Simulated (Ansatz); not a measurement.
The system is Eu.

```
CELL_PARAMETERS angstrom
-2.30300 2.30300 2.30300
2.30300 -2.30300 2.30300
2.30300 2.30300 -2.30300
ATOMIC_POSITIONS crystal
Eu 0.00000 0.00000 0.00000
```

Base run:

| Quantity | Value |
| --- | --- |
| Program | Ansatz 0.2.0 |
| Functional | PBE |
| Potentials or basis | Ansatz PAW |
| Cutoff | 420 eV (not typed: the program's choice for these potentials) |
| k mesh | 7 × 7 × 7 |
| Occupations | fermi-dirac, width 0.05 eV |
| Spin | collinear spin, ferromagnetic start |
| Starting moments | [1.8] μB |
| Fixed moment | 1.8 μB |

Its results: pressure -3.7 GPa; site moments Eu +2.92 μB.

After a change of settings the same cell gave: pressure -4.5 GPa; site moments Eu +12.73 μB. Which change was it?
A. fixed moment from 1.8 μB to 3.5 μB; moments at the start from [1.8] to [3.5]
B. fixed moment from 1.8 μB to 10.5 μB; moments at the start from [1.8] to [10.5]
C. fixed moment from 1.8 μB to 14 μB; moments at the start from [1.8] to [14.0]
D. fixed moment from 1.8 μB to 5.2 μB; moments at the start from [1.8] to [5.2]

C.

Caveats: the total moment is fixed, so each spin has its own Fermi level; the thresholds are loose for stress.
